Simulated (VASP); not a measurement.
Wanted: the native input for a VASP 6.6.1 run.

```yaml
Task: Born charges and dielectric tensor
Functional: LDA
Potentials_or_basis: VASP PAW LDA potentials, release 64 (C)
Cutoff: 600 eV
k_mesh: 16 × 16 × 10
Occupations: gaussian, width 0.02 eV
Spin: no spin polarisation
Further_INCAR_settings: ALGO = Normal; EDIFF = 1e-08; IBRION = 8; NSW = 1
```

The structure of C lies in POSCAR:

```
C
1.0
    2.1184700000     -1.2228300000     -0.0037000000
    2.1184700000      1.2228300000     -0.0037000000
   -1.3793800000      0.0000000000      3.3014600000
C
2
Direct
    0.8334100000      0.8334100000      0.0001800000
    0.1665900000      0.1665900000      0.9998200000
```

This is a stacking variant of graphite.

One way to write it, as run:

INCAR

```
PREC = Accurate
ENCUT = 600
EDIFF = 1E-8
ISMEAR = 0
SIGMA = 0.02
LREAL = F
LASPH = T
NELM = 100
ALGO = Normal
ISIF = 2
LWAVE = F
LCHARG = F
LEPSILON = T
IBRION = 8
NSW = 1
```

KPOINTS

```
regular mesh
0
Gamma
  16 16 10
```

Potentials or basis: VASP PAW LDA potentials, release 64 (C).

Run with:

```sh
$ cat potpaw_LDA.64/C/POTCAR > POTCAR
$ mpirun -np 1 vasp_std > vasp.out
```

Results of the run:

```json
{
 "Band gap on the k mesh": "0.36 eV, indirect (least direct gap 0.37 eV)",
 "Electronic dielectric tensor (diagonal)": "56.83, 49.05, 5.35",
 "Born charges (mean of the diagonal)": "C +0.00 e",
 "Highest phonon frequency at Γ": "1598 cm⁻¹"
}
```

Caveat: the gap is small at this level, which inflates the dielectric constant.

Run time: 8.1 min on 1 thread of Intel(R) Xeon(R) 6975P-C (Granite Rapids), with other jobs on the host, peak memory 0.58 GiB.
